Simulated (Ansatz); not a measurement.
# O on Ir(111): change of the work function, part 3 of 4

How does O on the hcp site change the work function of Ir(111) as the layer fills?

Ansatz 0.2.0; plane-wave DFT, PBE, Ansatz PAW.

So far, work function, upper face (eV): step 2 (the clean slab) 5.50; step 3 (37 atoms, coverage 0.111 ML, cell 3x3) 5.58.

### 4. Adsorbate added, k-mesh 7×7×1, coverage 0.25 ML

System of this step: Ir16O (O/Ir(111)). The cell holds 17 atoms: 16 Ir and 1 O. Cell: a = 5.431 Å, b = 5.431 Å, c = 25.989 Å, α = 90.0°, β = 90.0°, γ = 60.0°. Vacuum lies along c.

Another coverage, to see how the dipoles act on each other as their distance changes.

Input file input.yaml:

```yaml
crystal:
  lattice:
    - [5.4305800796, 0.0, 0.0]
    - [2.7152900398, 4.7030203062, 0.0]
    - [0.0, 0.0, 25.988603367]
  atoms:
    - { symbol: Ir, position: [0.0, 0.0, 0.346305643] }
    - { symbol: Ir, position: [0.1666666667, 0.1666666667, 0.4316132297] }
    - { symbol: Ir, position: [0.3333333333, 0.3333333333, 0.5168261834] }
    - { symbol: Ir, position: [0.0, 0.0, 0.6016801495] }
    - { symbol: Ir, position: [0.0, 0.5, 0.346305643] }
    - { symbol: Ir, position: [0.1666666667, 0.6666666667, 0.4316132297] }
    - { symbol: Ir, position: [0.3333333333, 0.8333333333, 0.5168261834] }
    - { symbol: Ir, position: [0.0, 0.5, 0.6016801495] }
    - { symbol: Ir, position: [0.5, 0.0, 0.346305643] }
    - { symbol: Ir, position: [0.6666666667, 0.1666666667, 0.4316132297] }
    - { symbol: Ir, position: [0.8333333333, 0.3333333333, 0.5168261834] }
    - { symbol: Ir, position: [0.5, 0.0, 0.6016801495] }
    - { symbol: Ir, position: [0.5, 0.5, 0.346305643] }
    - { symbol: Ir, position: [0.6666666667, 0.6666666667, 0.4316132297] }
    - { symbol: Ir, position: [0.8333333333, 0.8333333333, 0.5168261834] }
    - { symbol: Ir, position: [0.5, 0.5, 0.6016801495] }
    - { symbol: O, position: [0.3333333333, 0.3333333333, 0.653694357] }
kpoints:
  mp_grid: { grid: [7, 7, 1] }
hamiltonian:
  xc: pbe
scf:
  occupations: { method: fermi_dirac, width: 0.1 }
  convergence: { dr2_threshold: 1.0e-08 }
efield:
  axis: 3
  dipole_correction: true
  ramp_position: 0.97
  ramp_width: 0.06
relax:
  f_tol: 0.02
  max_steps: 60
  constraints: [{ sites: [0, 1, 4, 5, 8, 9, 12, 13] }]
output:
  bader: true
  dos: { projected: true, e_range: [-8, 4] }
  write_potential: true
  write_density: true
  volumetric_format: npy
  elf: true
```

Command:

```console
> ansatz run input.yaml --threads 4 --pin off --max-ram 12288MiB --backend cpu --events-out ev --progress --plain --runs-dir out
```

Numbers of over 12 decimals in the logs are rounded to 6 here.

Log:

```text
[...]
Crystal: 17 atoms, lattice volume = 663.752 Å³
Basis set: ecut = 420 eV, 12921 PW (Γ), exchange–correlation on 80×80×360 points (8 copies of the dense FFT grid, shifted against one another)
Bands: 167, of which v1, the nominal top of the filled ones, is band 139 counted from 1 (138 counted from 0)
Symmetry: 6 space group operations
[...]
k-points: 8 of 49 (time reversal used)
[...]
SCF iter   1: F=—  HF=-191524.340655 eV  |F-HF|=—  |Δ(HF+E_count)|=         —  Δρ=6.17e-3  dr2=9.83e-1  ethr=1.77e-3  p=-0.046 e·Å  D=-1.26e-2 V/Å  ΔV_dip=0.33 eV  dr2_dipole=1.04e-1  V_vac-E_F(+/−)=5.55/5.22 eV  ⟨swp⟩=7.8  Hψ=5774  notcnv=0  defer=19
[...]
SCF iter  10: F=-191524.323387 eV  HF=-191524.323387 eV  |F-HF|=1.39e-8  |Δ(HF+E_count)|=   8.14e-8  Δρ=3.99e-7  dr2=1.88e-9  ethr=3.60e-12  p=-0.031 e·Å  D=-8.32e-3 V/Å  ΔV_dip=0.22 eV  dr2_dipole=1.87e-13  V_vac-E_F(+/−)=5.74/5.52 eV  ⟨swp⟩=10.5  Hψ=8992  notcnv=0
SCF 1 converged in 10 iterations: F = -191524.323387 eV  dr2 = 1.88e-9
[...]
relax step   1: F+E_penalty+E_count = -191524.32338695 eV  Δ(F+E_penalty+E_count) = +0.000e0 eV  max|allowed force component| = 1.090e0 eV/Å  Δτ_max = 0.0000 Å  (10 SCF iters, accepted)
[...]
SCF iter  10: F=-191524.388837 eV  HF=-191524.388837 eV  |F-HF|=3.70e-8  |Δ(HF+E_count)|=   6.02e-8  Δρ=6.79e-7  dr2=3.72e-9  ethr=3.60e-12  p=-0.034 e·Å  D=-9.28e-3 V/Å  ΔV_dip=0.24 eV  dr2_dipole=7.16e-13  V_vac-E_F(+/−)=5.75/5.51 eV  ⟨swp⟩=16.1  Hψ=10163  notcnv=0
SCF 2 converged in 10 iterations: F = -191524.388837 eV  dr2 = 3.72e-9
[...]
relax step   2: F+E_penalty+E_count = -191524.38883683 eV  Δ(F+E_penalty+E_count) = -6.545e-2 eV  max|allowed force component| = 5.585e-1 eV/Å  Δτ_max = 0.1202 Å  (10 SCF iters, accepted)
SCF iter   1: F=—  HF=-191524.445674 eV  |F-HF|=—  |Δ(HF+E_count)|=         —  Δρ=4.44e-3  dr2=2.15e-1  ethr=5.17e-4  p=-0.034 e·Å  D=-9.28e-3 V/Å  ΔV_dip=0.24 eV  dr2_dipole=5.82e-2  V_vac-E_F(+/−)=5.74/5.50 eV  ⟨swp⟩=4.5  Hψ=2616  notcnv=0  defer=32
[...]
SCF iter   9: F=-191524.431282 eV  HF=-191524.431282 eV  |F-HF|=3.38e-8  |Δ(HF+E_count)|=   1.25e-7  Δρ=8.49e-7  dr2=8.81e-9  ethr=3.60e-12  p=-0.026 e·Å  D=-7.02e-3 V/Å  ΔV_dip=0.18 eV  dr2_dipole=3.17e-12  V_vac-E_F(+/−)=5.69/5.51 eV  ⟨swp⟩=16.9  Hψ=10639  notcnv=0
SCF 3 converged in 9 iterations: F = -191524.431282 eV  dr2 = 8.81e-9
[...]
relax step   3: F+E_penalty+E_count = -191524.43128163 eV  Δ(F+E_penalty+E_count) = -4.244e-2 eV  max|allowed force component| = 2.308e-1 eV/Å  Δτ_max = 0.0712 Å  (9 SCF iters, accepted)
[...]
relax step   4: F+E_penalty+E_count = -191524.44316011 eV  Δ(F+E_penalty+E_count) = -1.188e-2 eV  max|allowed force component| = 6.710e-2 eV/Å  Δτ_max = 0.0439 Å  (10 SCF iters, accepted)
[...]
relax step   5: F+E_penalty+E_count = -191524.44396866 eV  Δ(F+E_penalty+E_count) = -8.086e-4 eV  max|allowed force component| = 2.461e-2 eV/Å  Δτ_max = 0.0071 Å  (8 SCF iters, accepted)
SCF iter   1: F=—  HF=-191524.443385 eV  |F-HF|=—  |Δ(HF+E_count)|=         —  Δρ=1.08e-4  dr2=3.04e-4  ethr=1.44e-7  p=-0.014 e·Å  D=-3.94e-3 V/Å  ΔV_dip=0.10 eV  dr2_dipole=7.60e-5  V_vac-E_F(+/−)=5.60/5.50 eV  ⟨swp⟩=2.6  Hψ=2295  notcnv=0
[...]
SCF iter   6: F=-191524.444024 eV  HF=-191524.444024 eV  |F-HF|=2.86e-8  |Δ(HF+E_count)|=   7.36e-8  Δρ=6.36e-7  dr2=5.45e-9  ethr=3.60e-12  p=-0.014 e·Å  D=-3.91e-3 V/Å  ΔV_dip=0.10 eV  dr2_dipole=1.03e-10  V_vac-E_F(+/−)=5.60/5.50 eV  ⟨swp⟩=9.9  Hψ=11096  notcnv=0
SCF 6 converged in 6 iterations: F = -191524.444024 eV  dr2 = 5.45e-9
relax step   6: F+E_penalty+E_count = -191524.44402393 eV  Δ(F+E_penalty+E_count) = -5.526e-5 eV  max|allowed force component| = 7.100e-3 eV/Å  Δτ_max = 0.0021 Å  (6 SCF iters, accepted)
[...]
SCF converged after 6 iterations
Free energy (F): -191524.444024 eV
[...]
Internal energy: -191523.818658 eV  (E = F + TS)
E sigma→0 (E₀):  -191524.131341 eV
Entropy (-TS):   -0.625366 eV (-36.786 meV/atom)
Fermi energy:    5.277789 eV
Dipole field:    D = -0.003916 V/Å  (p = -0.014365 e·Å, saw-weighted, corrected)
Work function:   Φ+ = 5.6008 eV   Φ− = 5.4990 eV
[...]
--- Forces (eV/Å), atoms counted from 1 ---
  atom   1  Ir    -0.00000000    -0.00000000     0.08808610
  atom   2  Ir     0.02907254     0.01678504    -0.12859349
  atom   3  Ir     0.00000000     0.00000000    -0.00335095
  atom   4  Ir     0.00000000     0.00000000     0.00709997
  atom   5  Ir     0.02676417    -0.01545230     0.08025131
  atom   6  Ir    -0.00000000    -0.03357008    -0.12859349
  atom   7  Ir     0.00054415    -0.00031416    -0.00277923
  atom   8  Ir     0.00003672    -0.00002120    -0.00046602
  atom   9  Ir    -0.00000000     0.03090460     0.08025131
  atom  10  Ir    -0.02907254     0.01678504    -0.12859349
  atom  11  Ir     0.00000000     0.00062833    -0.00277923
  atom  12  Ir     0.00000000     0.00004240    -0.00046602
  atom  13  Ir    -0.02676417    -0.01545230     0.08025131
  atom  14  Ir    -0.00000000    -0.00000000     0.05921045
  atom  15  Ir    -0.00054415    -0.00031416    -0.00277923
  atom  16  Ir    -0.00003672    -0.00002120    -0.00046602
  atom  17  O     -0.00000000    -0.00000000     0.00370131
  max |Σ_I F_I| component: 1.54e-5 eV/Å
--- Band table (eV; the first three rows and the last of 8) ---
  k-point 0: bands = [... 135 lower, 5.8431, 5.9629, 6.0059, 6.0059, 6.1380, 6.1380, 6.2496, 6.2617, ... 24 higher]
  k-point 1: bands = [... 135 lower, 5.6596, 5.7119, 5.7179, 5.8988, 5.9033, 5.9646, 5.9779, 6.0105, ... 24 higher]
  k-point 2: bands = [... 135 lower, 5.0213, 5.0965, 5.1887, 5.2672, 5.3288, 5.4181, 5.4193, 5.5842, ... 24 higher]
  k-point 7: bands = [... 135 lower, 4.8027, 4.8617, 4.9400, 5.0628, 5.1335, 5.2163, 5.3647, 5.4117, ... 24 higher]
--- Relaxed structure (6 steps of the walk, 6 accepted, 0 SCFs on fresh bases) ---
  F+E_penalty+E_count = -191524.44402393 eV   max|allowed force component| = 7.100e-3 eV/Å
  atoms:
[...]
- { symbol: Ir, position: [0.166667, 0.166667, 0.4316132297] }
    - { symbol: Ir, position: [0.333333, 0.333333, 0.515599] }
    - { symbol: Ir, position: [1.3061447348317423e-17, 1.3061447348317438e-17, 0.600641] }
    - { symbol: Ir, position: [-5.551115123125783e-17, 0.500000, 0.346305643] }
    - { symbol: Ir, position: [0.166667, 0.666667, 0.4316132297] }
    - { symbol: Ir, position: [0.333866, 0.833067, 0.516751] }
    - { symbol: Ir, position: [-0.010475, 0.505237, 0.604376] }
    - { symbol: Ir, position: [0.5, 1.3061447348317427e-17, 0.346305643] }
    - { symbol: Ir, position: [0.666667, 0.166667, 0.4316132297] }
    - { symbol: Ir, position: [0.833067, 0.333866, 0.516751] }
    - { symbol: Ir, position: [0.505237, -0.010475, 0.604376] }
    - { symbol: Ir, position: [0.500000, 0.500000, 0.346305643] }
    - { symbol: Ir, position: [0.666667, 0.666667, 0.4316132297] }
    - { symbol: Ir, position: [0.833067, 0.833067, 0.516751] }
    - { symbol: Ir, position: [0.505237, 0.505237, 0.604376] }
    - { symbol: O, position: [0.333333, 0.333333, 0.652395] }
--- Bader charges: 17 sites ---
  site symbol  charge [e]  shift [e]
     0     Ir     -0.0681     0.0000
     1     Ir      0.0742     0.0000
     2     Ir      0.0514     0.0000
     3     Ir     -0.0563     0.0001
     4     Ir     -0.0628     0.0000
     5     Ir      0.0743     0.0000
     6     Ir      0.0469     0.0000
     7     Ir      0.2003     0.0009
     8     Ir     -0.0628     0.0000
     9     Ir      0.0743     0.0000
    10     Ir      0.0469     0.0000
    11     Ir      0.2003     0.0009
    12     Ir     -0.0627     0.0000
    13     Ir      0.0579     0.0000
    14     Ir      0.0469     0.0000
    15     Ir      0.2003     0.0009
    16      O     -0.7611     0.0027
  estimated error of the sums over rays = 6.7e-4 e
```

It took 3.8 min on 4 threads of Arm Neoverse V1, shared host; peak memory 2.7 GiB; 15 min of CPU time.

Step by step:

| step | energy less that of the first step (eV) | largest force component (eV/Å) |
| --- | --- | --- |
| 1 | 0.0000 | 1.0903 |
| 2 | -0.0654 | 0.5585 |
| 3 | -0.1079 | 0.2308 |
| 4 | -0.1198 | 0.0671 |
| 5 | -0.1206 | 0.0246 |
| 6 | -0.1206 | 0.0071 |

Forces are held to the 6 operations that the run works with; a distortion that breaks them can't arise in this run.

The atoms that moved most (Å):

| atom | dx | dy | dz | length |
| --- | --- | --- | --- | --- |
| Ir8 | -0.043 | 0.025 | 0.070 | 0.086 |
| Ir16 | 0.043 | 0.025 | 0.070 | 0.086 |
| Ir12 | 0.000 | -0.049 | 0.070 | 0.086 |
| O17 | 0.000 | 0.000 | -0.034 | 0.034 |
| Ir3 | 0.000 | 0.000 | -0.032 | 0.032 |
| Ir4 | 0.000 | 0.000 | -0.027 | 0.027 |

The relaxed structure:

```
Ir O
1.0
     5.43058    0.00000    0.00000
     2.71529    4.70302    0.00000
     0.00000    0.00000   25.98860
Ir O
16 1
Direct
  0.00000 0.00000 0.34631
  0.16667 0.16667 0.43161
  0.33333 0.33333 0.51560
  0.00000 0.00000 0.60064
  0.00000 0.50000 0.34631
  0.16667 0.66667 0.43161
  0.33387 0.83307 0.51675
  0.98953 0.50524 0.60438
  0.50000 0.00000 0.34631
  0.66667 0.16667 0.43161
  0.83307 0.33387 0.51675
  0.50524 0.98953 0.60438
  0.50000 0.50000 0.34631
  0.66667 0.66667 0.43161
  0.83307 0.83307 0.51675
  0.50524 0.50524 0.60438
  0.33333 0.33333 0.65240
```

Numbers from this step:

- energy at zero smearing: -191524.1313 eV
- work function, upper face: 5.601 eV
- work function, lower face: 5.499 eV
- dipole along the normal: -0.01436 e·Å
- step between the vacuum levels: 0.1018 eV

The density of states has structure finer than the step of the table below, so its rows give means over 0.25 eV, whole bins alone (the curve runs from -8 to 1.98 eV). Peaks (eV: height): -5.230: 36.7, -4.090: 37.1, -3.400: 40.1, -3.130: 40.2, -2.920: 36.9, -2.200: 38.5, -2.050: 37.8.

The density of states by energy, zero at the Fermi level; means over each step:

| energy (eV) | density of states (states/eV a cell) |
| --- | --- |
| -7.75 | 9.13 |
| -7.50 | 8.31 |
| -7.25 | 12.6 |
| -7.00 | 16.6 |
| -6.75 | 20.7 |
| -6.50 | 20.8 |
| -6.25 | 17.3 |
| -6.00 | 17.6 |
| -5.75 | 15.0 |
| -5.50 | 14.1 |
| -5.25 | 21.0 |
| -5.00 | 16.6 |
| -4.75 | 16.9 |
| -4.50 | 12.8 |
| -4.25 | 20.0 |
| -4.00 | 22.3 |
| -3.75 | 22.7 |
| -3.50 | 31.0 |
| -3.25 | 24.5 |
| -3.00 | 24.3 |
| -2.75 | 21.7 |
| -2.50 | 16.2 |
| -2.25 | 14.2 |
| -2.00 | 24.0 |
| -1.75 | 18.3 |
| -1.50 | 13.8 |
| -1.25 | 19.9 |
| -1.00 | 20.2 |
| -0.75 | 19.8 |
| -0.50 | 18.3 |
| -0.25 | 18.0 |
| 0.00 | 19.4 |
| 0.25 | 18.1 |
| 0.50 | 22.6 |
| 0.75 | 25.4 |
| 1.00 | 18.3 |
| 1.25 | 15.9 |
| 1.50 | 6.62 |
| 1.75 | 8.35 |

Projected DOS per atom over height of the atomic layer and energy from the Fermi level. Layers: Ir4 Ir4 Ir4 Ir4 O from below.

Ten even steps from '0' (0.17 states/eV) to '9' (2.04 states/eV), each cell a mean:
```
10010
22242
57651
65540
64450
63460
74460
53340
74570
42240
94461
87760
77770
46651
24531
45553
33343
35422
37526
16549
03312
01112
```
Columns: height of the atomic layer (Å) from 9 to 17.0 (not evenly spaced); rows upwards: energy from the Fermi level (eV) from -7.96 to 1.95.

ELF in the ca plane at fractional y = 0.333, with atoms of Ir and O within 0.2 Å of it. It is the smooth field of the valence electrons, not physical close to the nuclei.

Ten even steps from '0' (0.00) to '9' (0.84), each cell a mean:
```
33332223333346764333333321000000000000000000
44332223333357676333333321000000000000000000
44432123333357576333333321000000000000000000
33332223333346775333333321000000000000000000
34433333443333433333444321000000000000000000
35543434553333333334553211000000000000000000
34443333443333333333432344310000000000000000
33332223333346764333224899741000000000000000
44332223333357676332227779973000000000000000
44432123333357576332227769973000000000000000
33332223333346774333225899851000000000000000
34433333443333433333332455310000000000000000
35543434553333333334553211000000000000000000
34443333443333333333444321000000000000000000
```
Columns run along c (16.0 Å, from fractional 0.32 to 0.94 of the cell), rows up along a (5.4 Å). Atoms in or near the plane, at fractional coordinates: Ir at (0.52, 0.33), Ir at (0.52, 0.83), O at (0.65, 0.33).

Valence density in the ca plane at fractional y = 0.333, with atoms of Ir and O within 0.2 Å of it. It is the smooth field of the valence electrons, not physical close to the nuclei.

Values in e/Å³, 8 rows by 16 columns, each cell a mean:
```
0.4 0.4 0.3 0.5 1.7 5.2 0.6 0.5 0.2 0.0 0.0 0.0 0.0 0.0 0.0 0.0
0.3 0.3 0.3 0.4 2.3 7.1 0.7 0.4 0.2 0.0 0.0 0.0 0.0 0.0 0.0 0.0
0.8 0.7 0.7 0.9 0.6 1.5 0.4 1.0 0.3 0.0 0.0 0.0 0.0 0.0 0.0 0.0
1.2 0.9 0.9 1.2 0.4 0.6 0.4 1.3 0.5 0.1 0.0 0.0 0.0 0.0 0.0 0.0
0.4 0.4 0.3 0.5 1.8 5.1 0.5 0.4 2.2 1.2 0.0 0.0 0.0 0.0 0.0 0.0
0.3 0.3 0.3 0.4 2.6 7.0 0.6 0.3 3.4 1.9 0.0 0.0 0.0 0.0 0.0 0.0
0.8 0.7 0.7 0.9 0.7 1.5 0.4 0.9 0.7 0.2 0.0 0.0 0.0 0.0 0.0 0.0
1.2 0.9 0.9 1.2 0.4 0.6 0.4 1.4 0.4 0.0 0.0 0.0 0.0 0.0 0.0 0.0
```
Columns run along c (16.0 Å, from fractional 0.32 to 0.94 of the cell), rows up along a (5.4 Å). Atoms in or near the plane, at fractional coordinates: Ir at (0.52, 0.33), Ir at (0.52, 0.83), O at (0.65, 0.33).

Electrostatic potential energy in the ca plane at fractional y = 0.333, with atoms of Ir and O within 0.2 Å of it. With pseudopotentials it is smooth inside the atoms' cores, unlike the true potential.

Ten even steps from '0' (-46 eV) to '9' (11 eV), each cell a mean:
```
87778988778862015888778999999999999999999999
99899998888830001788889999999999999999999999
99899999888730001689889999999999999999999999
98788988788851004888778999999999999999999999
86568886457886567887557899999999999999999999
74347874347888888986336899999999999999999999
75457875457887678887557899999999999999999999
87778988778862015888777657999999999999999999
99899998888730002788886103899999999999999999
99899999888720001789886103899999999999999999
98788988788851004888887547999999999999999999
86568886457886568887557899999999999999999999
74347874347888888986336899999999999999999999
75457875457887678886447899999999999999999999
```
Columns run along c (16.0 Å, from fractional 0.32 to 0.94 of the cell; values clipped at the 3rd and 97th percentile), rows up along a (5.4 Å). Atoms in or near the plane, at fractional coordinates: Ir at (0.52, 0.33), Ir at (0.52, 0.83), O at (0.65, 0.33).

The relaxation took 6 steps and lowered the energy by 0.12 eV; the largest force on the free atoms ends at 0.0071 eV/Å.

By hand: a sheet of dipoles makes a step −p/(ε₀A) in the electron's potential. With e/ε₀ = 180.95 V·Å, p = -0.01436 e·Å and A = 25.54 Å², that is −180.95 × (-0.01436) / 25.54 = +0.102 eV, and the two vacuum levels of the run differ by +0.102 eV.

The covered face has 5.60 eV, +0.11 eV against the clean one; the bare back face has moved by -0.00 eV, a measure of how thin the slab is.

### 5. The covered slab, k-mesh 7×7×1, coverage 0.5 ML

System of this step: Ir8O (O/Ir(111)). The cell holds 18 atoms: 16 Ir and 2 O. Cell: a = 5.431 Å, b = 5.431 Å, c = 25.989 Å, α = 90.0°, β = 90.0°, γ = 60.0°. Vacuum lies along c.

Another coverage, to see how the dipoles act on each other as their distance changes.

input.yaml: that of step 4 with these lines changed.

```diff
@@ -23,2 +23,3 @@
     - { symbol: O, position: [0.3333333333, 0.3333333333, 0.653694357] }
+    - { symbol: O, position: [0.8333333333, 0.3333333333, 0.653694357] }
 kpoints:
@@ -45,2 +46 @@
   volumetric_format: npy
-  elf: true
```

Log:

```text
[...]
Crystal: 18 atoms, lattice volume = 663.752 Å³
Basis set: ecut = 420 eV, 12921 PW (Γ), exchange–correlation on 80×80×360 points (8 copies of the dense FFT grid, shifted against one another)
Bands: 171, of which v1, the nominal top of the filled ones, is band 142 counted from 1 (141 counted from 0)
Symmetry: 4 space group operations
[...]
2     Ir      0.0437     0.0000
     3     Ir      0.2234     0.0006
     4     Ir     -0.0582     0.0000
     5     Ir      0.0653     0.0000
     6     Ir      0.0109     0.0000
     7     Ir      0.4368     0.0019
[...]
14     Ir      0.0109     0.0000
    15     Ir      0.4368     0.0019
    16      O     -0.7356     0.0025
    17      O     -0.7356     0.0025
  estimated error of the sums over rays = 4.7e-4 e
[key lines of the parts left out:]
SCF converged after 7 iterations
Free energy (F): -192090.407202 eV
Fermi energy:    5.374505 eV
Dipole field:    D = -0.011900 V/Å  (p = -0.043650 e·Å, saw-weighted, corrected)
Work function:   Φ+ = 5.8088 eV   Φ− = 5.4995 eV
```

It took 7.4 min on 4 threads; peak memory 3.3 GiB; 29 min of CPU time.

Step by step:

| step | energy less that of the first step (eV) | largest force component (eV/Å) |
| --- | --- | --- |
| 1 | 0.0000 | 1.2657 |
| 2 | -0.2202 | 0.6872 |
| 3 | -0.3137 | 0.1794 |
| 4 | -0.3195 | 0.0412 |
| 5 | -0.3202 | 0.0284 |
| 6 | -0.3204 | 0.0073 |

The run keeps the 4 symmetry operations that it works with, so distortions that break them were not tested.

The atoms that moved most (Å):

| atom | dx | dy | dz | length |
| --- | --- | --- | --- | --- |
| Ir8 | 0.000 | 0.119 | 0.139 | 0.183 |
| Ir16 | 0.000 | 0.119 | 0.139 | 0.183 |
| O18 | 0.000 | -0.049 | 0.008 | 0.050 |
| O17 | 0.000 | -0.049 | 0.008 | 0.050 |
| Ir11 | 0.000 | -0.006 | -0.047 | 0.048 |
| Ir3 | 0.000 | -0.006 | -0.047 | 0.048 |
| Ir4 | 0.000 | 0.016 | 0.041 | 0.044 |
| Ir12 | 0.000 | 0.016 | 0.041 | 0.044 |

Final coordinates:

```xyz
18
Lattice="5.4306 0.0000 0.0000 2.7153 4.7030 0.0000 0.0000 0.0000 25.9886" Properties=species:S:1:pos:R:3
Ir    0.0000    0.0000    9.0000
Ir    1.3576    0.7838   11.2170
Ir    2.7153    1.5617   13.3844
Ir    0.0000    0.0160   15.6773
Ir    1.3576    2.3515    9.0000
Ir    2.7153    3.1353   11.2170
Ir    4.0729    3.9015   13.4620
Ir    1.3576    2.4704   15.7759
Ir    2.7153    0.0000    9.0000
Ir    4.0729    0.7838   11.2170
Ir    5.4306    1.5617   13.3844
Ir    2.7153    0.0160   15.6773
Ir    4.0729    2.3515    9.0000
Ir    5.4306    3.1353   11.2170
Ir    6.7882    3.9015   13.4620
Ir    4.0729    2.4704   15.7759
O     2.7153    1.5187   16.9962
O     5.4306    1.5187   16.9962
```

The density of states has structure finer than the step of the table below, so its rows give means over 0.5 eV, whole bins alone (the curve runs from -8 to 1.98 eV). Peaks (eV: height): -5.20: 32.9, -3.85: 35.0, -3.55: 34.8, -3.04: 39.0, -2.08: 29.0, -1.98: 32.7, 0.72: 34.0.

Density of states against energy, zero at the Fermi level; means over each step:

energy (eV), density of states (states/eV a cell) and a bar from the least value:
```
     -7.5       11.5 ###
     -7.0       17.7 ###############
     -6.5       19.8 ###################
     -6.0       18.2 ################
     -5.5       16.3 ############
     -5.0       18.5 ################
     -4.5       19.0 #################
     -4.0       21.0 #####################
     -3.5       25.7 ##############################
     -3.0       24.4 ###########################
     -2.5       16.0 ############
     -2.0       20.1 ###################
     -1.5       16.7 #############
     -1.0       19.2 ##################
     -0.5       17.4 ##############
      0.0       19.1 ##################
      0.5       22.8 #########################
      1.0       20.8 #####################
      1.5        9.7
```

The relaxation took 6 steps and lowered the energy by 0.32 eV; the largest force on the free atoms ends at 0.0073 eV/Å.

The covered face has 5.81 eV, +0.31 eV against the clean one; the bare back face has moved by -0.00 eV, a measure of how thin the slab is.

(Part 3 of 4 ends here.)

[Logs are printed without paths, hosts, clocks, repeated set-up lines and the standing remarks that a program may print on its own settings, such as how far it seeks lower states.]

[Hosts, paths, dates, database ids (printed as entryN), source tags and the programs' standing remarks are cut or masked in the printed files.]

[Maps of the electrostatic potential energy from Ansatz leave out the sawtooth potential of an applied field or a dipole correction, so their vacuum need not be flat; planar profiles and work functions include it.]

[The density of states shown here was stored with 400 of the rows of the run's finer table, so its peaks can read low, often by over a quarter, or be missed, and its means over a window can be off by a tenth or more.]
